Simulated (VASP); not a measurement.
# Si (I4/mmm) in VASP: a series of runs

Runs on Si. Level: PBE. Tasks: single point.

Program: VASP 6.6.1. These are calculated values, not measurements. Logs are shortened: lines on timing, memory, paths and dates and some standing lists are left out, and cuts for length are marked.

**1. Starting point**

It takes space group I4/mmm (No. 139, tetragonal). The conventional cell has a = 6.651 Å, b = 6.651 Å, c = 3.845 Å, α = 90.00°, β = 90.00°, γ = 90.00°. Si (site symmetry m2m) is surrounded by 4 Si at 2.34 to 2.38 Å.

This isn't the form of Si at room conditions, which is diamond.

**2. Single point, PBE**

Contents of INCAR:

```
PREC = Accurate
ENCUT = 350
EDIFF = 1E-6
ISMEAR = 0
SIGMA = 0.05
LREAL = False
LASPH = True
NELM = 100
ALGO = Normal
ISIF = 2
LWAVE = False
LCHARG = False
GGA = PE
NBANDS = 16
ADDGRID = False
```

Contents of KPOINTS:

```
Automatic mesh
0
Gamma
  6 6 6
```

Contents of POSCAR:

```
Si
1.0
   -3.3254442900      3.3254442900      1.9223856600
    3.3254442900     -3.3254442900      1.9223856600
    3.3254442900      3.3254442900     -1.9223856600
Si
4
Direct
    0.8211989400      0.1788010600      0.0000000000
    0.1788010600      0.8211989400      0.0000000000
    0.8211989400      0.8211989400      0.6423978800
    0.1788010600      0.1788010600      0.3576021200
```

Potentials or basis: VASP PAW PBE potentials, release 64 (Si).

On the command line:

```bash
> cat potpaw_PBE.64/Si/POTCAR > POTCAR
> mpirun -np 1 vasp_std > vasp.out
```

OUTCAR:

```text
PREC = Accurate
   ENCUT = 350
   EDIFF = 1E-6
   ISMEAR = 0
   LREAL = False
   LASPH = True
   NELM = 100
   ISIF = 2
   GGA = PE

 Found     30 irreducible k-points:

 Following reciprocal coordinates:
            Coordinates               Weight
  0.000000  0.000000  0.000000      1.000000
  0.166667  0.000000  0.000000      8.000000
  0.333333  0.000000  0.000000      8.000000
  0.500000  0.000000  0.000000      4.000000
  0.166667  0.166667  0.000000      8.000000
  0.333333  0.166667 -0.000000     16.000000
   k-points           NKPTS =     30   k-points in BZ     NKDIM =     30   number of bands    NBANDS=     16
   number of dos      NEDOS =    301   number of ions     NIONS =      4
   total plane-waves  NPLWV =  32768
   dimension x,y,z NGX =    32 NGY =   32 NGZ =   32
   dimension x,y,z NGXF=    64 NGYF=   64 NGZF=   64
   ions per type =               4
   NGX,Y,Z   is equivalent  to a cutoff of  10.47, 10.47, 10.47 a.u.
   NGXF,Y,Z  is equivalent  to a cutoff of  20.94, 20.94, 20.94 a.u.
 SYSTEM =  unknown system
   PREC   = accura    normal or accurate (medium, high low for compatibility)
   ISTART =      0    job   : 0-new  1-cont  2-samecut
   ICHARG =      2    charge: 1-file 2-atom 10-const
   ISPIN  =      1    spin polarized calculation?
   LNONCOLLINEAR =      F non collinear calculations
   LSORBIT =      F    spin-orbit coupling
   LASPH  =      T    aspherical Exc in radial PAW
   ENCUT  =  350.0 eV  25.72 Ry    5.07 a.u.   7.75  7.75  7.75*2*pi/ulx,y,z
   NELM   =    100;   NELMIN=  2; NELMDL= -5     # of ELM steps
   EDIFF  = 0.1E-05   stopping-criterion for ELM
   LREAL  =      F    real-space projection
   EDIFFG = 0.1E-04   stopping-criterion for IOM
   NSW    =      0    number of steps for IOM
   IBRION =     -1    ionic relax: 0-MD 1-quasi-New 2-CG
   NFREE  =      0    steps in history (QN), initial steepest desc. (CG)
   ISIF   =      2    stress and relaxation
   ISYM   =      2    0-nonsym 1-usesym 2-fastsym
   POTIM  = 0.5000    time-step for ionic-motion
   TEBEG  =    0.0;   TEEND  =   0.0 temperature during run
   PSTRESS=    0.0 pullay stress
   NELECT =      16.0000    total number of electrons
   NUPDOWN=      -1.0000    fix difference up-down
   EMIN   =  10.00;   EMAX   =-10.00  energy-range for DOS
   EFERMI =   0.00;   METHOD = LEGACY
   ISMEAR =     0;   SIGMA  =   0.05  broadening in eV -4-tet -1-fermi 0-gaus
   EFERMI_NEDOS =   21; number of points for ismear=-14 and -15
   IALGO  =     38    algorithm
   IMIX   =      4    mixing-type and parameters
     AMIX     =   0.40;   BMIX     =  1.00
     AMIX_MAG =   1.60;   BMIX_MAG =  1.00
  volume/ion in A,a.u.               =      21.26       143.46
  Fermi-wavevector in a.u.,A,eV,Ry     =   0.938098  1.772748 11.973506  0.880028
  Thomas-Fermi vector in A             =   2.065276
   LORBIT       =      0    0 simple, 1 ext, 2 COOP (PROOUT), +10 PAW based schemes
   GGA     = PE    functional components
   LHFCALC =     F    Hartree Fock is set to
   AEXX    =    0.0000 exact exchange contribution
   IVDW    =     0    specifies the selected vdW correction
   LEPSILON=     F    determine dielectric tensor
   LRPA    =     F    only Hartree local field effects (RPA)
 non-spin polarized calculation
 Gauss-broadening in eV      SIGMA  =   0.05
  energy-cutoff  :      350.00
  volume of cell :       85.04
 maximum number of plane-waves:      1278
   NGX = 15   NGY = 15   NGZ = 15

 number of electron      15.9999999 magnetization

 Free energy of the ion-electron system (eV)
  ---------------------------------------------------
  ext. energy  EPLUGINS =         0.00000000
  ---------------------------------------------------
  free energy    TOTEN  =       -21.27678805 eV

  energy without entropy =      -21.27678785  energy(sigma->0) =      -21.27678795

 E-fermi :   5.5937     XC(G=0):  -9.0818

 val. band max:        5.4533460128   @ k =   0.5000   0.5000   0.5000
 cond. band min:       5.7340642170   @ k =  -0.1667  -0.1667   0.1667
 fundamental gap:      0.2807182041
 Fermi energy:         5.5937051655

 k-point     1 :       0.0000    0.0000    0.0000
  band No.  band energies     occupation
      1      -6.5947      2.00000
      2      -2.3752      2.00000
      3      -0.1154      2.00000
      4      -0.1154      2.00000
      5       1.6982      2.00000
      6       3.9581      2.00000
      7       3.9581      2.00000
      8       4.8918      2.00000
      9       6.8787      0.00000
     10       7.0472      0.00000
     11       7.0472      0.00000
     12       7.7602      0.00000
     13       7.7602      0.00000
     14       8.6767      0.00000
     15      10.9277      0.00000
     16      12.4114      0.00000

 k-point     2 :       0.1667    0.0000    0.0000
  band No.  band energies     occupation
      1      -6.2899      2.00000
      2      -2.4154      2.00000
      3      -0.5050      2.00000
      4       0.2376      2.00000
      5       1.8967      2.00000
      6       2.6345      2.00000
      7       2.9289      2.00000
      8       4.3384      2.00000
      9       6.3738      0.00000
     10       7.2503      0.00000
     11       7.5337      0.00000
     12       9.1851      0.00000
     13       9.4940      0.00000
     14       9.8210      0.00000
     15      10.4092      0.00000
     16      13.0183      0.00000

 k-point     3 :       0.3333    0.0000    0.0000
  band No.  band energies     occupation
      1      -5.4349      2.00000
      2      -2.2820      2.00000
      3      -1.6814      2.00000
      4      -0.0573      2.00000
      5       1.3604      2.00000
      6       2.0232      2.00000
      7       3.0382      2.00000
      8       3.4869      2.00000
      9       6.4684      0.00000
     10       7.1180      0.00000
     11       8.4427      0.00000
     12       9.7120      0.00000
     13      10.1931      0.00000
     14      11.0532      0.00000
     15      12.1345      0.00000
     16      12.1484      0.00000

 k-point     4 :       0.5000    0.0000    0.0000
  band No.  band energies     occupation
      1      -4.6193      2.00000
      2      -2.7648      2.00000
      3      -2.0327      2.00000
      4      -0.6845      2.00000
      5       1.1091      2.00000
      6       1.9714      2.00000
      7       3.0749      2.00000
      8       4.0259      2.00000
      9       6.3063      0.00000
     10       7.8326      0.00000
     11       8.4981      0.00000
     12       8.9524      0.00000
     13       9.6317      0.00000
     14      10.6189      0.00000
     15      11.0780      0.00000
     16      13.1729      0.00000

 k-point     5 :       0.1667    0.1667    0.0000
  band No.  band energies     occupation
      1      -5.5703      2.00000
      2      -2.1033      2.00000
      3      -0.9126      2.00000
      4      -0.7200      2.00000
      5       1.4486      2.00000
      6       2.2256      2.00000
      7       2.2870      2.00000
      8       3.7206      2.00000
      9       6.1652      0.00000
     10       7.4957      0.00000
     11       7.6505      0.00000
     12      10.3563      0.00000
     13      10.6596      0.00000
     14      11.4458      0.00000
     15      11.4499      0.00000
     16      12.6231      0.00000

 k-point     6 :       0.3333    0.1667   -0.0000
  band No.  band energies     occupation
      1      -4.6296      2.00000
      2      -2.5946      2.00000
      3      -2.2199      2.00000
      4      -0.7303      2.00000
      5       1.0514      2.00000
      6       2.5351      2.00000
      7       2.9621      2.00000
      8       3.5553      2.00000
      9       6.7472      0.00000
     10       7.5201      0.00000
     11       8.1092      0.00000
     12       9.0002      0.00000
     13       9.3826      0.00000
     14      11.1962      0.00000
     15      12.0230      0.00000
     16      13.4893      0.00000

 [... further k-points ...]

------------------------ aborting loop because EDIFF is reached ----------------------------------------

  FORCE on cell =-STRESS in cart. coord.  units (eV):
  Direction    XX          YY          ZZ          XY          YZ          ZX
  --------------------------------------------------------------------------------------
  -------------------------------------------------------------------------------------
  Total        0.6610405      0.6610405      0.7022802      0.0000000     -0.0000000     -0.0000000
  in kB       12.4548581     12.4548581     13.2318677      0.0000000     -0.0000000     -0.0000000
  external PRESSURE =      12.7138613 kB  Pullay stress =       0.0000000 kB

 VOLUME and BASIS-vectors are now :
 -----------------------------------------------------------------------------
  energy-cutoff  :      350.00
  volume of cell :       85.04
      direct lattice vectors                 reciprocal lattice vectors
    -3.325444290  3.325444290  1.922385660     0.000000000  0.150355849  0.260093492
     3.325444290 -3.325444290  1.922385660     0.150355849  0.000000000  0.260093492
     3.325444290  3.325444290 -1.922385660     0.150355849  0.150355849  0.000000000

 POSITION                                       TOTAL-FORCE (eV/Angst)
 -----------------------------------------------------------------------------------
     -2.13626      2.13626      1.92239        -0.004144      0.004144      0.000000
      2.13626     -2.13626      1.92239         0.004144     -0.004144      0.000000
      2.13626      2.13626      1.92239         0.004144      0.004144      0.000000
      1.18919      1.18919     -0.00000        -0.004144     -0.004144     -0.000000
 -----------------------------------------------------------------------------------
    total drift:                               -0.000000      0.000000     -0.000000

  FREE ENERGIE OF THE ION-ELECTRON SYSTEM (eV)
  ---------------------------------------------------
  free  energy   TOTEN  =       -21.2767880457 eV

  energy  without entropy=      -21.2767878481  energy(sigma->0) =      -21.27678795
```

Wall time 15 s (1 thread of AMD EPYC 9R14 (Zen 4), shared host); peak memory 0.14 GiB.

The run converged, but some of its settings lie outside the range that counts as converged, so its numbers aren't taken as properties of the crystal.

Results:

* Free energy: -21.2768 eV
* Pressure: 1.3 GPa
* Largest force: 0.006 eV/Å
* Band gap on the k mesh: 0.28 eV, indirect (least direct gap 0.39 eV)

**3. Single point, PBE**

INCAR: that of step 2 with these lines changed.

```diff
@@ -1,3 +1,3 @@
 PREC = Accurate
-ENCUT = 350
+ENCUT = 550
 EDIFF = 1E-6
```

Contents of KPOINTS:

```
Automatic mesh
0
Gamma
  5 5 5
```

POSCAR is that of step 2.

Potentials or basis: VASP PAW PBE potentials, release 64 (Si).

On the command line:

```bash
> cat potpaw_PBE.64/Si/POTCAR > POTCAR
> mpirun -np 1 vasp_std > vasp.out
```

OUTCAR:

```text
PREC = Accurate
   ENCUT = 550
   EDIFF = 1E-6
   ISMEAR = 0
   LREAL = False
   LASPH = True
   NELM = 100
   ISIF = 2
   GGA = PE

 Found     18 irreducible k-points:

 Following reciprocal coordinates:
            Coordinates               Weight
  0.000000  0.000000  0.000000      1.000000
  0.200000  0.000000 -0.000000      8.000000
  0.400000  0.000000  0.000000      8.000000
  0.200000  0.200000 -0.000000      8.000000
  0.400000  0.200000  0.000000     16.000000
 -0.400000  0.200000 -0.000000     16.000000
   k-points           NKPTS =     18   k-points in BZ     NKDIM =     18   number of bands    NBANDS=     16
   number of dos      NEDOS =    301   number of ions     NIONS =      4
   total plane-waves  NPLWV =  64000
   dimension x,y,z NGX =    40 NGY =   40 NGZ =   40
   dimension x,y,z NGXF=    80 NGYF=   80 NGZF=   80
   ions per type =               4
   NGX,Y,Z   is equivalent  to a cutoff of  13.09, 13.09, 13.09 a.u.
   NGXF,Y,Z  is equivalent  to a cutoff of  26.18, 26.18, 26.18 a.u.
 SYSTEM =  unknown system
   PREC   = accura    normal or accurate (medium, high low for compatibility)
   ISTART =      0    job   : 0-new  1-cont  2-samecut
   ICHARG =      2    charge: 1-file 2-atom 10-const
[... 58 lines left out ...]
 cond. band min:       5.8974612590   @ k =  -0.2000  -0.2000   0.2000
 fundamental gap:      0.7582737016
 Fermi energy:         5.3775065660

 k-point     1 :       0.0000    0.0000    0.0000
  band No.  band energies     occupation
      1      -6.5931      2.00000
      2      -2.3741      2.00000
      3      -0.1135      2.00000
      4      -0.1135      2.00000
      5       1.6998      2.00000
      6       3.9593      2.00000
[... 91 lines left out ...]
      3      -0.9452      2.00000
      4       0.7860      2.00000
      5       1.9522      2.00000
      6       2.7081      2.00000
[... 8 lines left out ...]
     15      11.3896      0.00000
     16      11.7250      0.00000

 [... further k-points ...]

------------------------ aborting loop because EDIFF is reached ----------------------------------------

  FORCE on cell =-STRESS in cart. coord.  units (eV):
  Direction    XX          YY          ZZ          XY          YZ          ZX
  --------------------------------------------------------------------------------------
  -------------------------------------------------------------------------------------
  Total        0.6611631      0.6611631      0.8336075      0.0000000     -0.0000000      0.0000000
  in kB       12.4571682     12.4571682     15.7062430      0.0000000     -0.0000000      0.0000000
  external PRESSURE =      13.5401931 kB  Pullay stress =       0.0000000 kB

 VOLUME and BASIS-vectors are now :
 -----------------------------------------------------------------------------
  energy-cutoff  :      550.00
  volume of cell :       85.04
      direct lattice vectors                 reciprocal lattice vectors
    -3.325444290  3.325444290  1.922385660     0.000000000  0.150355849  0.260093492
     3.325444290 -3.325444290  1.922385660     0.150355849  0.000000000  0.260093492
     3.325444290  3.325444290 -1.922385660     0.150355849  0.150355849  0.000000000

 POSITION                                       TOTAL-FORCE (eV/Angst)
 -----------------------------------------------------------------------------------
     -2.13626      2.13626      1.92239        -0.005113      0.005113     -0.000000
      2.13626     -2.13626      1.92239         0.005113     -0.005113     -0.000000
      2.13626      2.13626      1.92239         0.005113      0.005113      0.000000
      1.18919      1.18919     -0.00000        -0.005113     -0.005113     -0.000000
 -----------------------------------------------------------------------------------
    total drift:                               -0.000000     -0.000000      0.000000

  FREE ENERGIE OF THE ION-ELECTRON SYSTEM (eV)
  ---------------------------------------------------
  free  energy   TOTEN  =       -21.2678824524 eV

  energy  without entropy=      -21.2678824524  energy(sigma->0) =      -21.26788245
```

OSZICAR:

```text
N       E                     dE             d eps       ncg     rms          rms(c)
DAV:   1     0.280054241952E+02    0.28005E+02   -0.61268E+03   576   0.846E+02
DAV:   2    -0.198289232249E+02   -0.47834E+02   -0.43432E+02   784   0.124E+02
DAV:   3    -0.216783844367E+02   -0.18495E+01   -0.18360E+01   792   0.229E+01
DAV:   4    -0.217017904957E+02   -0.23406E-01   -0.23403E-01   680   0.328E+00
DAV:   5    -0.217022606329E+02   -0.47014E-03   -0.47012E-03   856   0.447E-01    0.683E+00
DAV:   6    -0.213935271769E+02    0.30873E+00   -0.14811E-01   624   0.185E+00    0.414E+00
DAV:   7    -0.212634663690E+02    0.13006E+00   -0.26760E-01   712   0.251E+00    0.360E-01
DAV:   8    -0.212666635028E+02   -0.31971E-02   -0.26308E-02   680   0.865E-01    0.171E-01
DAV:   9    -0.212676187059E+02   -0.95520E-03   -0.17744E-03   760   0.236E-01    0.914E-02
DAV:  10    -0.212678286504E+02   -0.20994E-03   -0.29518E-04   736   0.876E-02    0.366E-02
DAV:  11    -0.212678801359E+02   -0.51486E-04   -0.70771E-05   728   0.459E-02    0.667E-03
DAV:  12    -0.212678822982E+02   -0.21622E-05   -0.27402E-06   736   0.918E-03    0.211E-03
DAV:  13    -0.212678824524E+02   -0.15424E-06   -0.76123E-07   624   0.464E-03
   1 F= -.21267882E+02 E0= -.21267882E+02  d E =-.122766E-12
```

stdout:

```text
POSCAR found type information on POSCAR Si
 POSCAR found :  1 types and       4 ions
 scaLAPACK will be used
 LDA part: xc-table for (Slater+PW92), standard interpolation
 POSCAR, INCAR and KPOINTS ok, starting setup
 FFT: planning ... GRIDC
 FFT: planning ... GRID_SOFT
 FFT: planning ... GRID
 WAVECAR not read
 entering main loop
```

Wall time 20 s (1 thread of AMD EPYC 9R14 (Zen 4), shared host); peak memory 0.19 GiB.

The run converged, but some of its settings lie outside the range that counts as converged, so its numbers aren't taken as properties of the crystal.

What came out:

| Item | Value |
| --- | --- |
| Free energy | -21.2679 eV |
| Pressure | 1.4 GPa |
| Largest force | 0.007 eV/Å |
| Band gap on the k mesh | 0.76 eV, indirect (least direct gap 0.84 eV) |

Caveat: an odd mesh through Γ misses points on the zone boundary, where band edges often lie.

**4. The reference run**

An earlier run on the cell as given: functional PBE; potentials or basis VASP PAW PBE potentials, release 64 (Si); cutoff 520 eV; k mesh 8 × 8 × 8; occupations fermi-dirac, width 0.05 eV; no spin polarisation.

- Pressure: 1.3 GPa
- Largest force: 0.008 eV/Å
- Band gap on the k mesh: 0.26 eV, indirect (least direct gap 0.39 eV)
